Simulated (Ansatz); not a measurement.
The system is Cd.

```xyz
1
Lattice="-1.7843 1.7843 1.7843 1.7843 -1.7843 1.7843 1.7843 1.7843 -1.7843" Properties=species:S:1:pos:R:3 pbc="T T T"
Cd    0.0000    0.0000    0.0000
```

This isn't the form of Cd at room conditions, which is hcp.

```yaml
Program: Ansatz 0.2.0
Task: relaxation of cell and atoms
Functional: BLYP
Potentials_or_basis: Ansatz PAW
Cutoff: "420 eV (not typed: the program's choice for these potentials)"
k_mesh: 10 × 10 × 10
Occupations: fermi-dirac, width 0.05 eV
Spin: no spin polarisation
```

At the start: volume 22.72 Å³/atom.

Task: Where does the relaxation end?

Result: It ends after 5 steps and the volume is 27.84 Å³/atom (+22.5 %); space group Im-3m (No. 229, to 0.05 Å).

Step by step:
| step | energy change (eV) | largest force (eV/Å) | volume (Å³) |
| --- | --- | --- | --- |
| 1 | 0.0000 | 0.0000 | 22.72 |
| 2 | -0.0649 | 0.0000 | 25.71 |
| 3 | -0.0724 | 0.0000 | 26.92 |
| 4 | -0.0736 | 0.0000 | 27.84 |
| 5 | -0.0747 | 0.0000 | 27.84 |

Final structure:
```yaml
crystal:
  lattice:
    - [-1.90918, 1.90918, 1.90918]
    - [1.90918, -1.90918, 1.90918]
    - [1.90918, 1.90918, -1.90918]
  atoms:
    - { symbol: Cd, position: [0.00000, 0.00000, 0.00000] }
```

Caveat: the volume moved by over 15 % at a fixed basis, so the end points are rough; the plane-wave basis is chosen anew once the cell has moved, so the energies of steps on either side of that aren't comparable; the PAW data sets come from PBE, with cores solved anew for the run's functional, which leaves a small shift of forces and pressure.
